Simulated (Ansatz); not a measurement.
## KNbO₃, space group Pm-3m: cell relaxations under several functionals, step by step

Computed with the Ansatz DFT code, driven from Python.

Input file `knbo3.cif`:
```cif
data_KNbO3
_cell_length_a 4.029183
_cell_length_b 4.029183
_cell_length_c 4.029183
_cell_angle_alpha 90.00000
_cell_angle_beta 90.00000
_cell_angle_gamma 90.00000
_symmetry_space_group_name_H-M 'P 1'
_symmetry_Int_Tables_number 1
loop_
_symmetry_equiv_pos_as_xyz
'x, y, z'
loop_
_atom_site_label
_atom_site_type_symbol
_atom_site_fract_x
_atom_site_fract_y
_atom_site_fract_z
K1 K    0.000000    0.000000    0.000000
Nb2 Nb    0.500000    0.500000    0.500000
O3 O    0.000000    0.500000    0.500000
O4 O    0.500000    0.000000    0.500000
O5 O    0.500000    0.500000    0.000000
```

Notebook, run cell by cell (the value of a cell's last expression is shown):

```python
import ansatz as az
from ase.io import read
import numpy as np
```

```python
MESH = (4, 4, 4)
FILLING = "fixed"
CUTOFF_EV = 450

def edges_and_angles(cell):
    cell = np.asarray(cell)
    a, b, c = np.linalg.norm(cell, axis=1)
    cosines = cell[1] @ cell[2] / (b * c), cell[0] @ cell[2] / (a * c), cell[0] @ cell[1] / (a * b)
    return (a, b, c, *np.degrees(np.arccos(cosines)))
```

```python
atoms = read("knbo3.cif")
knbo3 = az.Crystal.from_ase(atoms)
```

```python
calculation = knbo3.calculation().kpoints(*MESH).occupations(FILLING).basis(CUTOFF_EV).relax(cell=True, max_steps=40)
```

```python
levels = [("r2scan", "d4"), ("rpbe", "none"), ("r2scan", "rvv10")]
print("level            a       b       c    alpha   beta  gamma  V/atom  steps")
for name, dispersion in levels:
    seen = []
    run = calculation.functional(name, dispersion=dispersion).session().plan()
    result = run.execute(on_event=lambda e: seen.append(e) if e["event"] == "relax_step" else None)
    cell = result.lattice.cell_ang
    label = name if dispersion == "none" else f"{name}+{dispersion}"
    print("{:13s} {:7.4f} {:7.4f} {:7.4f} {:6.2f} {:6.2f} {:6.2f}".format(label, *edges_and_angles(cell)), f"{abs(np.linalg.det(cell)) / len(result.lattice.sites):7.3f} {len(seen):5d}")
```

    level            a       b       c    alpha   beta  gamma  V/atom  steps
    DeckWarning: basis.ecutwfc = 450 eV is below the records' recommended 500 eV, and the density's cutoff is lower with it unless basis.ecutrho_ratio is high enough to keep the records' density cutoff: compare with a run at a higher cutoff
    r2scan+d4      3.9906  3.9906  3.9906  90.00  90.00  90.00  12.710     5
    rpbe           4.0584  4.0584  4.0584  90.00  90.00  90.00  13.369     4
    r2scan+rvv10   3.9877  3.9877  3.9877  90.00  90.00  90.00  12.682     5

From smallest to largest: r2SCAN+RVV10 (12.68 Å³ an atom, -3.1 % against the start), r2SCAN+D4 (12.71 Å³ an atom, -2.8 % against the start) and RPBE (13.37 Å³ an atom, +2.2 % against the start). The spread is 5.4 % in volume.

The cutoff lies under the one recommended for these potentials in some of the runs. The run is spin-unpolarised. Forces vanish by symmetry, so the ions can't move, and the end may be a saddle. This is a high-temperature or high-pressure form, not the ambient phase. This cell is a computed structure, which may not be the phase found in nature. Warnings are shown shortened and without file and line. Run time: 36 s on 1 thread of Arm Neoverse V2 (shared host), peak memory 0.63 GiB.
